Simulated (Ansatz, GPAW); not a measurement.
This is a calculation of BP for Ansatz 0.2.0. 

File input.yaml:

```yaml
crystal:
  lattice:
    - [0.0, 2.269, 2.269]
    - [2.269, 0.0, 2.269]
    - [2.269, 2.269, 0.0]
  atoms:
    - { symbol: P, position: [0.75, 0.75, 0.75] }
    - { symbol: B, position: [0.0, 0.0, 0.0] }
hamiltonian:
  xc: pbe
  pseudopotentials: { kind: paw }
kpoints:
  mp_grid: { grid: [10, 10, 10] }
scf:
  occupations: { method: gaussian, width: 0.02 }
output:
  forces: true
  stress: true
  eigenvalues: true
```

Potentials or basis: Ansatz PAW.

Command:

```sh
$ ansatz run input.yaml --threads 2 --pin off --max-ram 5632MiB --backend cpu --events-out ev --progress --plain --runs-dir out
```

Question: What does the same run look like in GPAW 26.7.0 (ASE script)? Potentials or basis there: GPAW PAW data sets (gpaw-data 1.2.1), cutoff 800 eV.

Answer: As run (cutoffs and basis follow the program's own potentials, and thresholds, step limits or extra output files can differ):

The input run.py:

```python
from ase.dft.bandgap import bandgap
from ase.io import read, write
from ase.units import GPa
from gpaw import GPAW, PW

atoms = read('BP.xyz')

calc = GPAW(mode=PW(800),
            xc='PBE',
            kpts={'size': (10, 10, 10), 'gamma': True},
            occupations={'name': 'methfessel-paxton', 'order': 0, 'width': 0.02},
            nbands=11,
            convergence={'density': 1e-05, 'energy': 1e-05},
            maxiter=150,
            txt='gpaw.txt')
atoms.calc = calc
energy = atoms.get_potential_energy()
forces = atoms.get_forces()
stress = atoms.get_stress()
calc.write('gs.gpw')
write('result.traj', atoms)
print(f'Energy: {energy:.6f} eV')
print('Forces (eV/A):')
print(forces.round(4))
print('Stress (GPa):', (stress / GPa).round(3))
print('Fermi level:', round(calc.get_fermi_level(), 4), 'eV')
print(f'Gap: {bandgap(calc)[0]:.4f} eV, direct: {bandgap(calc, direct=True)[0]:.4f} eV')
```

BP.xyz

```xyz
2
Lattice="0.0000000000 2.2690000000 2.2690000000 2.2690000000 0.0000000000 2.2690000000 2.2690000000 2.2690000000 0.0000000000" Properties=species:S:1:pos:R:3 pbc="T T T"
P      3.4035000000      3.4035000000      3.4035000000
B      0.0000000000      0.0000000000      0.0000000000
```

Potentials or basis: GPAW PAW data sets (gpaw-data 1.2.1), pw.

Launch:

```sh
$ OMP_NUM_THREADS=1 python run.py
```

Both were run:

|  | Ansatz | GPAW |
| --- | --- | --- |
| Pressure | 1.1 GPa | 1.4 GPa |

Ansatz's pressure holds a Pulay term of +0.13 GPa for its cutoff of 420 eV, which the other run lacks.

Where Ansatz's input types no cutoff or centring, it takes its own default and a Γ-centred mesh.

Pressure is positive in compression.
